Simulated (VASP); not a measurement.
# HfC (Fm-3m) in VASP: further runs

One crystal, HfC, is run at these levels: LDA; tasks: single point.

Program: VASP 6.6.1. These are calculated values, not measurements. Logs are shortened: lines on timing, memory, paths and dates and some standing lists are left out, and cuts for length are marked.

## (1) The crystal as given

It takes space group Fm-3m (No. 225, cubic). Conventional cell: a = 4.650 Å, b = 4.650 Å, c = 4.650 Å, α = 90.00°, β = 90.00°, γ = 90.00°. Around Hf (site symmetry m-3m) lie 6 C at 2.33 Å. Around C (site symmetry m-3m) lie 6 Hf at 2.33 Å.

## (2) Single point, LDA

File INCAR:

```
PREC = Accurate
ENCUT = 450
EDIFF = 0.001
ISMEAR = -1
SIGMA = 0.15
LREAL = F
LASPH = T
NELM = 100
ALGO = Normal
ISIF = 2
LWAVE = F
LCHARG = F
ADDGRID = F
```

File KPOINTS:

```
Automatic mesh
0
Gamma
  13 13 13
```

File POSCAR:

```
HfC
1.0
    0.0000000000      2.3250000000      2.3250000000
    2.3250000000      0.0000000000      2.3250000000
    2.3250000000      2.3250000000      0.0000000000
Hf C
1 1
Direct
    0.5000000000      0.5000000000      0.5000000000
    0.0000000000      0.0000000000      0.0000000000
```

Potentials or basis: VASP PAW LDA potentials, release 64 (Hf, C).

Launch:

```console
$ cat potpaw_LDA.64/Hf/POTCAR potpaw_LDA.64/C/POTCAR > POTCAR
$ mpirun -np 1 vasp_std > vasp.out
```

OUTCAR:

```text
PREC = Accurate
   ENCUT = 450
   EDIFF = 0.001
   ISMEAR = -1
   LREAL = F
   LASPH = T
   NELM = 100
   ISIF = 2

 Found     84 irreducible k-points:

 Following reciprocal coordinates:
            Coordinates               Weight
  0.000000  0.000000  0.000000      1.000000
  0.076923  0.000000  0.000000      8.000000
  0.153846  0.000000  0.000000      8.000000
  0.230769  0.000000  0.000000      8.000000
  0.307692  0.000000  0.000000      8.000000
  0.384615  0.000000  0.000000      8.000000
   k-points           NKPTS =     84   k-points in BZ     NKDIM =     84   number of bands    NBANDS=      8
   number of dos      NEDOS =    301   number of ions     NIONS =      2
   total plane-waves  NPLWV =  13824
   dimension x,y,z NGX =    24 NGY =   24 NGZ =   24
   dimension x,y,z NGXF=    48 NGYF=   48 NGZF=   48
   ions per type =               1   1
   NGX,Y,Z   is equivalent  to a cutoff of  12.13, 12.13, 12.13 a.u.
   NGXF,Y,Z  is equivalent  to a cutoff of  24.27, 24.27, 24.27 a.u.
 SYSTEM =  unknown system
   PREC   = accura    normal or accurate (medium, high low for compatibility)
   ISTART =      0    job   : 0-new  1-cont  2-samecut
   ICHARG =      2    charge: 1-file 2-atom 10-const
   ISPIN  =      1    spin polarized calculation?
   LNONCOLLINEAR =      F non collinear calculations
   LSORBIT =      F    spin-orbit coupling
   LASPH  =      T    aspherical Exc in radial PAW
   ENCUT  =  450.0 eV  33.07 Ry    5.75 a.u.   5.69  5.69  5.69*2*pi/ulx,y,z
   NELM   =    100;   NELMIN=  2; NELMDL= -5     # of ELM steps
   EDIFF  = 0.1E-02   stopping-criterion for ELM
   LREAL  =      F    real-space projection
   EDIFFG = 0.1E-01   stopping-criterion for IOM
   NSW    =      0    number of steps for IOM
   IBRION =     -1    ionic relax: 0-MD 1-quasi-New 2-CG
   NFREE  =      0    steps in history (QN), initial steepest desc. (CG)
   ISIF   =      2    stress and relaxation
   ISYM   =      2    0-nonsym 1-usesym 2-fastsym
   POTIM  = 0.5000    time-step for ionic-motion
   TEBEG  =    0.0;   TEEND  =   0.0 temperature during run
   PSTRESS=    0.0 pullay stress
   NELECT =       8.0000    total number of electrons
   NUPDOWN=      -1.0000    fix difference up-down
   EMIN   =  10.00;   EMAX   =-10.00  energy-range for DOS
   EFERMI =   0.00;   METHOD = LEGACY
   ISMEAR =    -1;   SIGMA  =   0.15  broadening in eV -4-tet -1-fermi 0-gaus
   EFERMI_NEDOS =   21; number of points for ismear=-14 and -15
   IALGO  =     38    algorithm
   IMIX   =      4    mixing-type and parameters
     AMIX     =   0.40;   BMIX     =  1.00
     AMIX_MAG =   1.60;   BMIX_MAG =  1.00
  volume/ion in A,a.u.               =      12.57        84.81
  Fermi-wavevector in a.u.,A,eV,Ry     =   1.117734  2.112211 16.998163  1.249330
  Thomas-Fermi vector in A             =   2.254359
   LORBIT       =      0    0 simple, 1 ext, 2 COOP (PROOUT), +10 PAW based schemes
   GGA     = CA    functional components
   LHFCALC =     F    Hartree Fock is set to
   AEXX    =    0.0000 exact exchange contribution
   IVDW    =     0    specifies the selected vdW correction
   LEPSILON=     F    determine dielectric tensor
   LRPA    =     F    only Hartree local field effects (RPA)
 non-spin polarized calculation
  energy-cutoff  :      450.00
  volume of cell :       25.14
 maximum number of plane-waves:       556
   NGX = 11   NGY = 11   NGZ = 11

 number of electron       8.0000000 magnetization

 Free energy of the ion-electron system (eV)
  ---------------------------------------------------
  ext. energy  EPLUGINS =         0.00000000
  ---------------------------------------------------
  free energy    TOTEN  =       -22.93831860 eV

  energy without entropy =      -22.91540883  energy(sigma->0) =      -22.92686371

 E-fermi :   6.2075     XC(G=0): -12.1983

 val. band max:        6.1345223778   @ k =   0.4615   0.4615   0.0000
 cond. band min:       6.2351996858   @ k =   0.0769   0.0000   0.0000
 fundamental gap:      0.1006773080
 Fermi energy:         6.2075143277

 k-point     1 :       0.0000    0.0000    0.0000
  band No.  band energies     occupation
      1      -5.9198      2.00000
      2       7.2386      0.00207
      3       7.2386      0.00207
      4       7.2386      0.00207
      5       7.5261      0.00030
      6       7.5261      0.00030
      7       7.5261      0.00030
      8       9.5459      0.00000

 k-point     2 :       0.0769    0.0000    0.0000
  band No.  band energies     occupation
      1      -5.7787      2.00000
      2       6.2352      0.90798
      3       6.5280      0.21124
      4       6.5280      0.21124
      5       7.8225      0.00004
      6       7.8225      0.00004
      7       8.1723      0.00000
      8      10.2677      0.00000

 k-point     3 :       0.1538    0.0000    0.0000
  band No.  band energies     occupation
      1      -5.3695      2.00000
      2       4.9084      1.99965
      3       5.5382      1.97719
      4       5.5382      1.97719
      5       8.2889      0.00000
      6       8.2889      0.00000
      7       8.6436      0.00000
      8      11.6908      0.00000

 k-point     4 :       0.2308    0.0000    0.0000
  band No.  band energies     occupation
      1      -4.7326      2.00000
      2       3.5483      2.00000
      3       4.6588      1.99993
      4       4.6588      1.99993
      5       8.9769      0.00000
      6       8.9769      0.00000
      7       9.0619      0.00000
      8      13.2985      0.00000

 k-point     5 :       0.3077    0.0000    0.0000
  band No.  band energies     occupation
      1      -3.9325      2.00000
      2       2.2539      2.00000
      3       3.9706      2.00000
      4       3.9706      2.00000
      5       9.6368      0.00000
      6       9.8367      0.00000
      7       9.8367      0.00000
      8      14.9073      0.00000

 k-point     6 :       0.3846    0.0000    0.0000
  band No.  band energies     occupation
      1      -3.0650      2.00000
      2       1.0952      2.00000
      3       3.5018      2.00000
      4       3.5018      2.00000
      5      10.4773      0.00000
      6      10.7223      0.00000
      7      10.7223      0.00000
      8      14.5783      0.00000

 [... further k-points ...]

------------------------ aborting loop because EDIFF is reached ----------------------------------------

  FORCE on cell =-STRESS in cart. coord.  units (eV):
  Direction    XX          YY          ZZ          XY          YZ          ZX
  --------------------------------------------------------------------------------------
  -------------------------------------------------------------------------------------
  Total       -1.8510856     -1.8510856     -1.8510856     -0.0000000      0.0000000     -0.0000000
  in kB     -117.9881028   -117.9881028   -117.9881028     -0.0000000      0.0000000     -0.0000000
  external PRESSURE =    -117.9881028 kB  Pullay stress =       0.0000000 kB

 VOLUME and BASIS-vectors are now :
 -----------------------------------------------------------------------------
  energy-cutoff  :      450.00
  volume of cell :       25.14
      direct lattice vectors                 reciprocal lattice vectors
     0.000000000  2.325000000  2.325000000    -0.215053763  0.215053763  0.215053763
     2.325000000  0.000000000  2.325000000     0.215053763 -0.215053763  0.215053763
     2.325000000  2.325000000  0.000000000     0.215053763  0.215053763 -0.215053763

 POSITION                                       TOTAL-FORCE (eV/Angst)
 -----------------------------------------------------------------------------------
      2.32500      2.32500      2.32500         0.000000      0.000000     -0.000000
      0.00000      0.00000      0.00000         0.000000      0.000000      0.000000
 -----------------------------------------------------------------------------------
    total drift:                                0.000000     -0.000000     -0.000000

  FREE ENERGIE OF THE ION-ELECTRON SYSTEM (eV)
  ---------------------------------------------------
  free  energy   TOTEN  =       -22.9383185975 eV

  energy  without entropy=      -22.9154088312  energy(sigma->0) =      -22.92686371
```

Run time: 24 s. Hardware: 1 thread of AMD EPYC, shared host; peak memory 0.11 GiB.

The run converged, but some of its settings lie outside the range that counts as converged, so its numbers aren't taken as properties of the crystal.

What came out:

```
Free energy            : -22.9383 eV
Band gap on the k mesh : none (metal or under the smearing width)
```

Caveat: the cutoff is under 1.25 times the usual one of these potentials, so pressure, stress and relaxed cells hold a basis-set (Pulay) error.

## (3) Single point, LDA

Changes to INCAR since step 2:

```diff
@@ -2,3 +2,3 @@
 ENCUT = 450
-EDIFF = 0.001
+EDIFF = 1E-4
 ISMEAR = -1
```

KPOINTS is that of step 2.

POSCAR is that of step 2.

Potentials or basis: VASP PAW LDA potentials, release 64 (Hf, C).

Launch:

```console
$ cat potpaw_LDA.64/Hf/POTCAR potpaw_LDA.64/C/POTCAR > POTCAR
$ mpirun -np 1 vasp_std > vasp.out
```

OUTCAR:

```text
PREC = Accurate
   ENCUT = 450
   EDIFF = 1E-4
   ISMEAR = -1
   LREAL = F
   LASPH = T
   NELM = 100
   ISIF = 2

 Found     84 irreducible k-points:

 Following reciprocal coordinates:
            Coordinates               Weight
  0.000000  0.000000  0.000000      1.000000
  0.076923  0.000000  0.000000      8.000000
  0.153846  0.000000  0.000000      8.000000
  0.230769  0.000000  0.000000      8.000000
  0.307692  0.000000  0.000000      8.000000
  0.384615  0.000000  0.000000      8.000000
   k-points           NKPTS =     84   k-points in BZ     NKDIM =     84   number of bands    NBANDS=      8
[... 141 lines left out ...]

  FORCE on cell =-STRESS in cart. coord.  units (eV):
  Direction    XX          YY          ZZ          XY          YZ          ZX
  --------------------------------------------------------------------------------------
  -------------------------------------------------------------------------------------
  Total       -1.8449624     -1.8449624     -1.8449624      0.0000000     -0.0000000      0.0000000
  in kB     -117.5978081   -117.5978081   -117.5978081      0.0000000     -0.0000000      0.0000000
  external PRESSURE =    -117.5978081 kB  Pullay stress =       0.0000000 kB

 VOLUME and BASIS-vectors are now :
 -----------------------------------------------------------------------------
  energy-cutoff  :      450.00
  volume of cell :       25.14
      direct lattice vectors                 reciprocal lattice vectors
     0.000000000  2.325000000  2.325000000    -0.215053763  0.215053763  0.215053763
     2.325000000  0.000000000  2.325000000     0.215053763 -0.215053763  0.215053763
     2.325000000  2.325000000  0.000000000     0.215053763  0.215053763 -0.215053763

 POSITION                                       TOTAL-FORCE (eV/Angst)
 -----------------------------------------------------------------------------------
      2.32500      2.32500      2.32500        -0.000000     -0.000000     -0.000000
      0.00000      0.00000      0.00000         0.000000      0.000000      0.000000
 -----------------------------------------------------------------------------------
    total drift:                                0.000000     -0.000000     -0.000000

  FREE ENERGIE OF THE ION-ELECTRON SYSTEM (eV)
  ---------------------------------------------------
  free  energy   TOTEN  =       -22.9383118043 eV

  energy  without entropy=      -22.9153853670  energy(sigma->0) =      -22.92684859
```

OSZICAR:

```text
N       E                     dE             d eps       ncg     rms          rms(c)
DAV:   1    -0.175986936109E+01   -0.17599E+01   -0.36021E+03  1344   0.792E+02
DAV:   2    -0.256813581234E+02   -0.23921E+02   -0.23286E+02  2056   0.961E+01
DAV:   3    -0.261577013518E+02   -0.47634E+00   -0.47125E+00  1736   0.174E+01
DAV:   4    -0.261596464659E+02   -0.19451E-02   -0.19451E-02  2208   0.105E+00
DAV:   5    -0.261596470571E+02   -0.59119E-06   -0.59134E-06  1696   0.138E-02    0.196E+01
DAV:   6    -0.231559409327E+02    0.30037E+01   -0.25986E+01  1392   0.240E+01    0.100E+01
DAV:   7    -0.230028055789E+02    0.15314E+00   -0.68795E-01  1472   0.556E+00    0.541E+00
DAV:   8    -0.229399609034E+02    0.62845E-01   -0.62665E-02  1656   0.219E+00    0.272E-01
DAV:   9    -0.229384396585E+02    0.15212E-02   -0.61707E-03  1856   0.370E-01    0.186E-01
DAV:  10    -0.229383202881E+02    0.11937E-03   -0.28744E-04  1448   0.109E-01    0.497E-02
DAV:  11    -0.229383118043E+02    0.84838E-05   -0.28474E-05   808   0.350E-02
   1 F= -.22938312E+02 E0= -.22926849E+02  d E =-.229264E-01
```

Run time: 31 s. Hardware: 1 thread of AMD EPYC, shared host; peak memory 0.11 GiB.

These settings aren't checked as converged: the numbers below hold their error.

Results:

* Free energy: -22.9383 eV
* Band gap on the k mesh: none (metal or under the smearing width)

Caveat: the cutoff is under 1.25 times the usual one of these potentials, so pressure, stress and relaxed cells hold a basis-set (Pulay) error.

## (4) Single point, LDA

Changes to INCAR since step 3:

```diff
@@ -2,3 +2,3 @@
 ENCUT = 450
-EDIFF = 1E-4
+EDIFF = 1E-5
 ISMEAR = -1
```

KPOINTS is that of step 3.

POSCAR is that of step 3.

Launch:

```console
$ cat potpaw_LDA.64/Hf/POTCAR potpaw_LDA.64/C/POTCAR > POTCAR
$ mpirun -np 1 vasp_std > vasp.out
```

Run time: 31 s. Hardware: 1 thread of AMD EPYC, shared host; peak memory 0.11 GiB.

These settings aren't checked as converged: the numbers below hold their error.

What came out:

* Free energy: -22.9383 eV
* Band gap on the k mesh: none (metal or under the smearing width)

Caveat: the cutoff is under 1.25 times the usual one of these potentials, so pressure, stress and relaxed cells hold a basis-set (Pulay) error.

## (5) Single point, LDA

Changes to INCAR since step 4:

```diff
@@ -2,3 +2,3 @@
 ENCUT = 450
-EDIFF = 1E-5
+EDIFF = 1E-6
 ISMEAR = -1
```

KPOINTS is that of step 4.

POSCAR is that of step 4.

Launch:

```console
$ cat potpaw_LDA.64/Hf/POTCAR potpaw_LDA.64/C/POTCAR > POTCAR
$ mpirun -np 1 vasp_std > vasp.out
```

Run time: 29 s. Hardware: 1 thread of AMD EPYC, shared host; peak memory 0.11 GiB.

These settings aren't checked as converged: the numbers below hold their error.

Results:

```
Free energy            : -22.9383 eV
Band gap on the k mesh : none (metal or under the smearing width)
```

Caveat: the cutoff is under 1.25 times the usual one of these potentials, so pressure, stress and relaxed cells hold a basis-set (Pulay) error.

## (6) Single point, LDA

File INCAR:

```
PREC = Accurate
ENCUT = 450
EDIFF = 1E-7
ISMEAR = -1
SIGMA = 0.15
LREAL = F
LASPH = T
NELM = 100
ALGO = Normal
ISIF = 2
LWAVE = F
LCHARG = F
ADDGRID = T
```

KPOINTS is that of step 5.

POSCAR is that of step 5.

Potentials or basis: VASP PAW LDA potentials, release 64 (Hf, C).

Launch:

```console
$ cat potpaw_LDA.64/Hf/POTCAR potpaw_LDA.64/C/POTCAR > POTCAR
$ mpirun -np 1 vasp_std > vasp.out
```

It took 39 s on 1 thread of AMD EPYC, shared host; peak memory 0.19 GiB.

The run converged, but some of its settings lie outside the range that counts as converged, so its numbers aren't taken as properties of the crystal.

Results:

* Free energy: -22.9383 eV
* Band gap on the k mesh: none (metal or under the smearing width)

Caveat: the cutoff is under 1.25 times the usual one of these potentials, so pressure, stress and relaxed cells hold a basis-set (Pulay) error.

## (7) For comparison

An earlier run on the cell as given: functional PBE; potentials or basis VASP PAW PBE potentials, release 64 (Hf_pv, C); cutoff 520 eV; k mesh 10 × 10 × 10; occupations fermi-dirac, width 0.05 eV; no spin polarisation.

* Pressure: -0.4 GPa
* Band gap on the k mesh: none (metal or under the smearing width)
